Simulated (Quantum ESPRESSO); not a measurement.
## CO2: zone-centre phonons and dielectric response under several settings

```xyz
6
Lattice="-1.9747 1.9747 3.0141 1.9747 -1.9747 3.0141 1.9747 1.9747 -3.0141" Properties=species:S:1:pos:R:3 pbc="T T T"
O     1.3223    0.9874    3.7676
O     0.6525    0.9874    0.7535
O     2.9621    0.6525   -0.7535
O    -0.9874    1.3223    2.2605
C     0.0000    0.0000    0.0000
C     0.0000    1.9747    1.5070
```

The cell comes from a database or a generator and needn't be the stable form of this composition.

All runs used Quantum ESPRESSO 7.5; k mesh 4 × 4 × 4, shifted; relaxed cell; no spin polarisation; cutoff 612 eV; occupations smeared at first, fixed for the response.

```csv
level,potentials,volume (Å³/atom),pressure (GPa),lowest optical mode without the field (cm⁻¹),highest optical mode without the field (cm⁻¹),highest mode with the field (cm⁻¹),ε∞ (mean),ε0 (mean),Born charge of atom 1 (e)
LDA,GBRV 1.5 LDA,7.37,0.1,354,1110,1279,3.22,6.2,-1.45
PBEsol,GBRV 1.5 PBEsol,7.61,0.1,345,1089,1250,3.22,6.4,-1.45
PW91,GBRV 1.5 PBE,7.85,0.0,337,1064,1212,3.19,6.8,-1.46
WC,GBRV 1.5 PBE,7.65,0.0,343,1081,1239,3.24,6.5,-1.45
BLYP,GBRV 1.5 PBE,?,0.0,?,?,?,?,?,?
vdW-DF-cx,GBRV 1.5 PBE,7.61,0.0,352,1077,1231,3.25,6.5,-1.44
```

What stands in the row left open?

Volume 8.11 Å³/atom; lowest optical mode without the field 326 cm⁻¹; highest optical mode without the field 1032 cm⁻¹; highest mode with the field 1168 cm⁻¹; ε∞ 3.19; ε0 7.3; Born charge of atom 1 -1.47 e.

Caveats: all runs use coarse meshes; the potentials were made for another functional, which shifts forces and pressure (some runs).

For the row left open. Caveat: the k mesh is coarse (spacing up to 0.56 Å⁻¹), so the values aren't converged; the potentials were made for another functional, which shifts forces and pressure.
